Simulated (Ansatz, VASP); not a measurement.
This is a calculation of NiO for VASP 6.6.1. 

INCAR

```
PREC = Accurate ; ENCUT = 520
EDIFF = 1E-6 ; ISMEAR = 0
SIGMA = 0.1 ; LREAL = False
LASPH = True ; NELM = 100
ALGO = Fast ; ISIF = 2
LWAVE = False ; LCHARG = False
ISPIN = 2 ; MAGMOM = 1 0
LORBIT = 11 ; LMAXMIX = 4
GGA = RP
```

KPOINTS

```
regular mesh
0
Gamma
  11 11 11
```

POSCAR

```
NiO
1.0
    0.0000000000      2.0859016414      2.0859016414
    2.0859016414      0.0000000000      2.0859016414
    2.0859016414      2.0859016414      0.0000000000
Ni O
1 1
Direct
    0.0000000000      0.0000000000      0.0000000000
    0.5000000000      0.5000000000      0.5000000000
```

Potentials or basis: VASP PAW PBE potentials, release 64 (Ni, O).

Run with:

```sh
$ cat potpaw_PBE.64/Ni/POTCAR potpaw_PBE.64/O/POTCAR > POTCAR
$ mpirun -np 1 vasp_std > vasp.out
```

Question: What does the same run look like in Ansatz 0.2.0? Potentials or basis there: all-electron LAPW, scalar-relativistic.

Answer: As run (cutoffs and basis follow the program's own potentials, and thresholds, step limits or extra output files can differ):

File input.yaml:

```yaml
crystal:
  lattice:
    - [0.0, 2.0859016414, 2.0859016414]
    - [2.0859016414, 0.0, 2.0859016414]
    - [2.0859016414, 2.0859016414, 0.0]
  atoms:
    - { symbol: Ni, position: [0.0, 0.0, 0.0], spin: 1.0 }
    - { symbol: O, position: [0.5, 0.5, 0.5] }
kpoints:
  mp_grid: { grid: [11, 11, 11] }
scf:
  occupations: { method: gaussian, width: 0.1 }
hamiltonian:
  xc: rpbe
  pseudopotentials: { kind: all_electron, lapw: { basis_error: 0.001 } }
magnetization:
  spin_polarized: true
output:
  forces: true
  stress: true
  eigenvalues: true
```

Potentials or basis: all-electron LAPW, scalar-relativistic.

The run is started by

```sh
$ ansatz run input.yaml --threads 2 --pin off --max-ram 6144MiB --backend cpu --events-out ev --progress --plain --runs-dir out
```

Both were run:

|  | VASP | Ansatz |
| --- | --- | --- |
| Pressure | 12.9 GPa | 13.6 GPa |
| Net moment | 1.81 μB per cell | 1.86 μB per cell |

VASP's potentials were made for PBE.

Where Ansatz's input types no cutoff or centring, it takes its own default and a Γ-centred mesh.

The magnetic state is the one that the start led to; the real crystal's order can differ.

The cell lies far from this level's equilibrium.

Pressure is positive in compression.
